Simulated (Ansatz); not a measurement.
**Sb: equation of state with exchange-only PBE**

The system is Sb.

```xyz
2
Lattice="2.1542 1.2437 3.7580 -2.1542 1.2437 3.7580 0.0000 -2.4875 3.7580" Properties=species:S:1:pos:R:3 pbc="T T T"
Sb    0.0000    0.0000    8.6416
Sb    0.0000    0.0000    2.6324
```

```yaml
Program: Ansatz 0.2.0
Task: equation of state
Functional: exchange-only PBE
Potentials_or_basis: Ansatz PAW
Cutoff: 420 eV
Density_cutoff: 1680 eV
k_mesh: 8 × 8 × 8
Occupations: fermi-dirac, width 0.05 eV
Spin: no spin polarisation
```

The equilibrium volume is outside the volumes run.

Energy against volume, from the lowest point:
```csv
volume (Å³/atom),energy (meV/atom)
28.393,284.58
28.998,221.29
29.602,165.17
30.206,115.54
30.810,71.81
31.414,33.45
32.018,0.00
```

All runs of the series together: 11 s on 2 threads of Intel(R) Xeon(R) Platinum 8488C (Sapphire Rapids) (shared host).

Caveat: the potentials were made for another functional, which shifts forces and pressure. The run has no spin-orbit coupling, so splittings on Sb are missing.
